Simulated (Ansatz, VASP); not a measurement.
## Hf: VASP beside Ansatz

```
Hf
1.0
    -1.81695    1.81695    1.81695
     1.81695   -1.81695    1.81695
     1.81695    1.81695   -1.81695
Hf
1
Direct
  0.00000 0.00000 0.00000
```

Change from the starting cell: volume scaled by 1.02, crystal datasets.

Alike in both runs: task electric field gradients; functional PBEsol; k mesh 16 × 16 × 16; occupations fermi-dirac, width 0.08 eV; no spin polarisation.

|  | VASP | Ansatz |
| --- | --- | --- |
| version | VASP 6.6.1 | Ansatz 0.2.0 |
| potentials or method | VASP PAW PBE potentials, release 64 (Hf_pv), cutoff 520 eV | all-electron PAW with datasets made for the crystal, scalar-relativistic |

|  | VASP | Ansatz | Ansatz less VASP |
| --- | --- | --- | --- |
| pressure (GPa) | -10.6 | -10.3 | +0.33 |
| Vzz of the field gradient on the site that differs most (V/Å²) | 0.0 | 0.0 | 0.00 |

Ansatz ran all-electron here, so the differences hold the error of VASP's frozen core and of both bases. Ansatz warned: «gradients_without_spin_orbit».

Caveats: the PAW data sets were made with another functional, which shifts forces and pressure a little (VASP). The runs have no spin-orbit coupling, so splittings on Hf are missing.
